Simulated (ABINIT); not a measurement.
# GaP (F-43m) in ABINIT: single point with PBE

Aim: the single point of GaP with PBE.

Everything below comes from runs of ABINIT 10.8.3 (patched build). Logs are shortened: lines on timing, memory, paths and dates and some standing lists are left out, and cuts for length are marked. The log counts tension as positive stress, the text compression.

**Measured values to compare with.**

From “Stacking defects in GaP nanowires: Electronic structure and optical properties”, 2018, arxiv:1810.01194, for a bulk crystal of GaP at 10 K: band gap 2.34 eV (indirect).

The results are compared with them further down.

## Step 1: The structure

Symmetry: F-43m, No. 216, cubic system. The conventional cell has a = 5.451 Å, b = 5.451 Å, c = 5.451 Å, α = 90.00°, β = 90.00°, γ = 90.00°. Ga (site symmetry -43m) is surrounded by 4 P at 2.36 Å. P (site symmetry -43m) is surrounded by 4 Ga at 2.36 Å.

## Step 2: Single point, PBE

Contents of run.abi:

```
# Pseudopotentials
pp_dirpath "./"
pseudos "Ga.upf, P.upf"

# Structure
acell 7.2831660764 7.2831660764 7.2831660764
rprim
     0.0000000000     0.7071067812     0.7071067812
     0.7071067812     0.0000000000     0.7071067812
     0.7071067812     0.7071067812     0.0000000000
ntypat 2
znucl 31 15
natom 2
typat 1 2
xcart
     0.0000000000     0.0000000000     0.0000000000
     4.0878750000     4.0878750000     4.0878750000 Angstrom

# Plane-wave basis
ecut 40.0

# k points
kptopt 1
ngkpt 6 6 6
nshiftk 1
shiftk 0.0 0.0 0.0

# Exchange and correlation
ixc 11

# Bands and occupations
nband 13
occopt 3
tsmear 0.00183747

# SCF cycle
nstep 100
tolvrs 1.0e-10

# Output
iomode 3
prtwf 0
prteig 0
prtebands 0
enunit 2
prtden 1
prtvha 1
prtvclmb 1
prtpot 1
prtelf 1
```

Potentials or basis: PseudoDojo NC SR PBE v0.4.1 standard.

On the command line:

```sh
$ mpirun --bind-to none -np 4 abinit run.abi > log 2>&1
```

run.abo:

```text
.Version 10.8.3 of ABINIT
 Symmetries : space group F-4 3 m (#216); Bravais cF (face-center cubic)
================================================================================
 Values of the parameters that define the memory need of the present run
     intxc =       0    ionmov =       0      iscf =       7    lmnmax =       6
     lnmax =       6     mgfft =      45  mpssoang =       3    mqgrid =    3001
     natom =       2  nloc_mem =       1    nspden =       1   nspinor =       1
    nsppol =       1      nsym =      24    n1xccc =    2501    ntypat =       2
    occopt =       3   xclevel =       2
       mpw =        3317          nfft =       91125          nkpt =          16
================================================================================
================================================================================

--------------------------------------------------------------------------------
------------- Echo of variables that govern the present computation ------------
--------------------------------------------------------------------------------
 -outvars: echo values of preprocessed input variables --------
            acell      7.2831660764E+00  7.2831660764E+00  7.2831660764E+00 Bohr
              amu      6.97230000E+01  3.09737620E+01
             ecut      4.00000000E+01 Hartree
           enunit           2
              ixc          11
         kptrlatt        6    0    0      0    6    0      0    0    6
          kptrlen      4.36989965E+01
            natom           2
            nband          13
            ngfft          45      45      45
             nkpt          16
            nstep         100
             nsym          24
           ntypat           2
           occopt           3
        prtebands           0
           prteig           0
           prtelf           1
           prtpot           1
         prtvclmb           1
           prtvha           1
            prtwf           0
            rprim      0.0000000000E+00  7.0710678120E-01  7.0710678120E-01
                       7.0710678120E-01  0.0000000000E+00  7.0710678120E-01
                       7.0710678120E-01  7.0710678120E-01  0.0000000000E+00
          spgroup         216
           tolvrs      1.00000000E-10
           tsmear      1.83747000E-03 Hartree
            typat      1  2
           xangst      0.0000000000E+00  0.0000000000E+00  0.0000000000E+00
                       4.0878749973E+00  4.0878749973E+00  4.0878749973E+00
            xcart      0.0000000000E+00  0.0000000000E+00  0.0000000000E+00
                       7.7249641818E+00  7.7249641818E+00  7.7249641818E+00
             xred      0.0000000000E+00  0.0000000000E+00  0.0000000000E+00
                       7.5000000000E-01  7.5000000000E-01  7.5000000000E-01
            znucl       31.00000   15.00000

================================================================================

 chkinp: Checking input parameters for consistency.

================================================================================
== DATASET  1 ==================================================================

--- !DatasetInfo
iteration_state: {dtset: 1, }
dimensions: {natom: 2, nkpt: 16, mband: 13, nsppol: 1, nspinor: 1, nspden: 1, mpw: 3317, }
cutoff_energies: {ecut:  40.0, pawecutdg:  -1.0, }
electrons: {nelect:   1.80000000E+01, charge:   0.00000000E+00, occopt:   3.00000000E+00, tsmear:   1.83747000E-03, }
meta: {optdriver: 0, ionmov: 0, optcell: 0, iscf: 7, paral_kgb: 0, }
...

 Exchange-correlation functional for the present dataset will be:
  GGA: Perdew-Burke-Ernzerhof functional - ixc=11
  J.P.Perdew, K.Burke, M.Ernzerhof, PRL 77, 3865 (1996)

 Real(R)+Recip(G) space primitive vectors, cartesian coordinates (Bohr,Bohr^-1):
 R(1)=  0.0000000  5.1499761  5.1499761  G(1)= -0.0970878  0.0970878  0.0970878
 R(2)=  5.1499761  0.0000000  5.1499761  G(2)=  0.0970878 -0.0970878  0.0970878
 R(3)=  5.1499761  5.1499761  0.0000000  G(3)=  0.0970878  0.0970878 -0.0970878
 Unit cell volume ucvol=  2.7317795E+02 bohr^3
 Angles (23,13,12)=  6.00000000E+01  6.00000000E+01  6.00000000E+01 degrees

 getcut: wavevector=  0.0000  0.0000  0.0000  ngfft=  45  45  45
         ecut(hartree)=     40.000   => boxcut(ratio)=   2.12196

--- Pseudopotential description ------------------------------------------------
- pspini: atom type   1  psp file is ./Ga.upf
12 -101130 2 -1 1902                          pspcod,pspxc,lmax,lloc,mmax
     nproj     2     2     2

- pspini: atom type   2  psp file is ./P.upf
12 -101130 2 -1 1298                          pspcod,pspxc,lmax,lloc,mmax
     nproj     2     2     2

   5.89557354E+02                                ecore*ucvol(ha*bohr**3)
--------------------------------------------------------------------------------

================================================================================

--- !BeginCycle
iteration_state: {dtset: 1, }
solver: {iscf: 7, nstep: 100, nline: 4, wfoptalg: 0, }
tolerances: {tolvrs: 1.00E-10, }
...

     iter   Etot(hartree)      deltaE(h)  residm     vres2
 ETOT  1  -81.421662292545    -8.142E+01 5.325E-01 2.113E+03
 ETOT  2  -83.088610039600    -1.667E+00 1.713E-02 2.916E+03
 ETOT  3  -83.374267850180    -2.857E-01 5.099E-03 4.577E+02
 ETOT  4  -83.407943669888    -3.368E-02 5.371E-03 1.736E+02
 ETOT  5  -83.427103715434    -1.916E-02 6.943E-04 8.339E+00
 ETOT  6  -83.428108779839    -1.005E-03 9.929E-04 2.795E-03
 ETOT  7  -83.428107168983     1.611E-06 1.842E-05 2.103E-02
 ETOT  8  -83.428109869027    -2.700E-06 3.495E-05 9.929E-05
 ETOT  9  -83.428109880772    -1.174E-08 1.397E-06 1.238E-05
 ETOT 10  -83.428109882248    -1.476E-09 2.293E-06 6.785E-09
 ETOT 11  -83.428109882244     3.922E-12 2.994E-07 4.248E-10
 ETOT 12  -83.428109882245    -1.023E-12 4.932E-07 3.566E-11

 At SCF step   12       vres2   =  3.57E-11 < tolvrs=  1.00E-10 =>converged.

 Compute ELF
--------------------------------------------------------------------------------

 Compute kinetic energy density

 Compute gradient of the electron density
 Electron Localization Function (ELF) [min:0;max:1]
)     Maximum=    9.1489E-01  at reduced coord.    0.8444    0.8444    0.8444
)     Minimum=    0.0000E+00  at reduced coord.    0.0000    0.0000    0.0000
   Integrated=    9.3514E+01

--------------------------------------------------------------------------------
 End of ELF section

 Cartesian components of stress tensor (hartree/bohr^3)
  sigma(1 1)= -8.88359436E-05  sigma(3 2)=  0.00000000E+00
  sigma(2 2)= -8.88359436E-05  sigma(3 1)=  0.00000000E+00
  sigma(3 3)= -8.88359436E-05  sigma(2 1)=  0.00000000E+00

--- !ResultsGS
iteration_state: {dtset: 1, }
comment   : Summary of ground state results
lattice_vectors:
- [  0.0000000,   5.1499761,   5.1499761, ]
- [  5.1499761,   0.0000000,   5.1499761, ]
- [  5.1499761,   5.1499761,   0.0000000, ]
lattice_lengths: [   7.28317,    7.28317,    7.28317, ]
lattice_angles: [ 60.000,  60.000,  60.000, ] # degrees, (23, 13, 12)
lattice_volume:   2.7317795E+02
convergence: {deltae: -1.023E-12, res2:  3.566E-11, residm:  4.932E-07, diffor: null, }
etotal    :  -8.34281099E+01
entropy   :   0.00000000E+00
fermie    :   1.89724944E-01
cartesian_stress_tensor: # hartree/bohr^3
- [ -8.88359436E-05,   0.00000000E+00,   0.00000000E+00, ]
- [  0.00000000E+00,  -8.88359436E-05,   0.00000000E+00, ]
- [  0.00000000E+00,   0.00000000E+00,  -8.88359436E-05, ]
pressure_GPa:   2.6136E+00
xred      :
- [  0.0000E+00,   0.0000E+00,   0.0000E+00, Ga]
- [  7.5000E-01,   7.5000E-01,   7.5000E-01,  P]
cartesian_forces: # hartree/bohr
- [ -0.00000000E+00,  -0.00000000E+00,  -0.00000000E+00, ]
- [ -0.00000000E+00,  -0.00000000E+00,  -0.00000000E+00, ]
force_length_stats: {min:   0.00000000E+00, max:   0.00000000E+00, mean:   0.00000000E+00, }
...

 Integrated electronic density in atomic spheres:
 ------------------------------------------------
 Atom  Sphere_radius  Integrated_density
    1        2.00000         10.81844299
    2        2.00000          2.80876928
================================================================================

 ----iterations are completed or convergence reached----

 Mean square residual over all n,k,spin=   33.468E-10; max=  49.320E-08
 reduced coordinates (array xred) for    2 atoms
       0.000000000000      0.000000000000      0.000000000000
       0.750000000000      0.750000000000      0.750000000000
 rms dE/dt=  0.0000E+00; max dE/dt=  0.0000E+00; dE/dt below (all hartree)
    1       0.000000000000      0.000000000000      0.000000000000
    2       0.000000000000      0.000000000000      0.000000000000

 cartesian coordinates (angstrom) at end:
    1      0.00000000000000     0.00000000000000     0.00000000000000
    2      4.08787499729965     4.08787499729965     4.08787499729965

 cartesian forces (hartree/bohr) at end:
    1     -0.00000000000000    -0.00000000000000    -0.00000000000000
    2     -0.00000000000000    -0.00000000000000    -0.00000000000000
 frms,max,avg= 0.0000000E+00 0.0000000E+00   0.000E+00  0.000E+00  0.000E+00 h/b

 cartesian forces (eV/Angstrom) at end:
    1     -0.00000000000000    -0.00000000000000    -0.00000000000000
    2     -0.00000000000000    -0.00000000000000    -0.00000000000000
 frms,max,avg= 0.0000000E+00 0.0000000E+00   0.000E+00  0.000E+00  0.000E+00 e/A
 length scales=  7.283166076400  7.283166076400  7.283166076400 bohr
              =  3.854085508238  3.854085508238  3.854085508238 angstroms
 Fermi (or HOMO) energy (hartree) =   0.18972   Average Vxc (hartree)=  -0.36115
 Eigenvalues (hartree) for nkpt=  16  k points:
 kpt#   1, nband= 13, wtk=  0.00463, kpt=  0.0000  0.0000  0.0000 (reduced coord)
  -0.37539   -0.37539   -0.37539   -0.37182   -0.37182   -0.29903    0.16011    0.16011
   0.16011    0.22688    0.30295    0.30295    0.30295
      occupation numbers for kpt#   1
   2.00000    2.00000    2.00000    2.00000    2.00000    2.00000    2.00000    2.00000
   2.00000    0.00000    0.00000    0.00000    0.00000
 prteigrs : prtvol=0 or 1, do not print more k-points.

 Fermi (or HOMO) energy (eV) =   5.16268   Average Vxc (eV)=  -9.82744
 Eigenvalues (   eV  ) for nkpt=  16  k points:
 kpt#   1, nband= 13, wtk=  0.00463, kpt=  0.0000  0.0000  0.0000 (reduced coord)
 -10.21494  -10.21494  -10.21494  -10.11785  -10.11785   -8.13706    4.35688    4.35688
   4.35688    6.17372    8.24375    8.24375    8.24375
 prteigrs : prtvol=0 or 1, do not print more k-points.

--- !EnergyTerms
iteration_state     : {dtset: 1, }
comment             : Components of total free energy in Hartree
kinetic             :  6.52462101431542E+01
hartree             :  2.61230822555684E+01
xc                  : -2.30141076327812E+01
Ewald energy        : -4.82388119425263E+01
psp_core            :  2.15814399980013E+00
local_psp           : -6.85158558396091E+01
non_local_psp       : -3.71867708656685E+01
internal            : -8.34281098820624E+01
'-kT*entropy'       : -1.82475814422792E-10
total_energy        : -8.34281098822448E+01
total_energy_eV     : -2.27019452177791E+03
band_energy         : -3.95975744967395E+00
...

 Cartesian components of stress tensor (hartree/bohr^3)
  sigma(1 1)= -8.88359436E-05  sigma(3 2)=  0.00000000E+00
  sigma(2 2)= -8.88359436E-05  sigma(3 1)=  0.00000000E+00
  sigma(3 3)= -8.88359436E-05  sigma(2 1)=  0.00000000E+00

-Cartesian components of stress tensor (GPa)         [Pressure=  2.6136E+00 GPa]
- sigma(1 1)= -2.61364370E+00  sigma(3 2)=  0.00000000E+00
- sigma(2 2)= -2.61364370E+00  sigma(3 1)=  0.00000000E+00
- sigma(3 3)= -2.61364370E+00  sigma(2 1)=  0.00000000E+00

== END DATASET(S) ==============================================================
================================================================================

 -outvars: echo values of variables after computation  --------
            acell      7.2831660764E+00  7.2831660764E+00  7.2831660764E+00 Bohr
           etotal     -8.3428109882E+01
            fcart     -0.0000000000E+00 -0.0000000000E+00 -0.0000000000E+00
                      -0.0000000000E+00 -0.0000000000E+00 -0.0000000000E+00
            rprim      0.0000000000E+00  7.0710678120E-01  7.0710678120E-01
                       7.0710678120E-01  0.0000000000E+00  7.0710678120E-01
                       7.0710678120E-01  7.0710678120E-01  0.0000000000E+00
           strten     -8.8835943609E-05 -8.8835943609E-05 -8.8835943609E-05
                       0.0000000000E+00  0.0000000000E+00  0.0000000000E+00
           xangst      0.0000000000E+00  0.0000000000E+00  0.0000000000E+00
                       4.0878749973E+00  4.0878749973E+00  4.0878749973E+00
             xred      0.0000000000E+00  0.0000000000E+00  0.0000000000E+00
                       7.5000000000E-01  7.5000000000E-01  7.5000000000E-01
 Calculation completed.
```

Run time: 9.8 s. Hardware: 4 MPI ranks of Arm Neoverse V1, shared host; peak memory 0.32 GiB.

What came out:

```yaml
Free_energy: -2270.1945 eV
Pressure: 2.6 GPa
Band_gap_on_the_k_mesh: 1.65 eV, indirect (least direct gap 1.82 eV)
Valence_electrons_inside_the_program's_atomic_spheres: Ga 10.82; P 2.81
```

## Step 3: Comparison with measurements

Step 2. A measured gap of GaP is 2.34 eV (indirect; 10 K; quoted in “Stacking defects in GaP nanowires: Electronic structure and optical properties”, 2018, arxiv:1810.01194); the calculated 1.65 eV misses it by -0.69 eV. Spin-orbit coupling on Ga is left out. The value is that of PBE on a finite k mesh, which can miss the band edges, without temperature or zero-point motion. Semilocal functionals fall short of measured gaps as a rule.
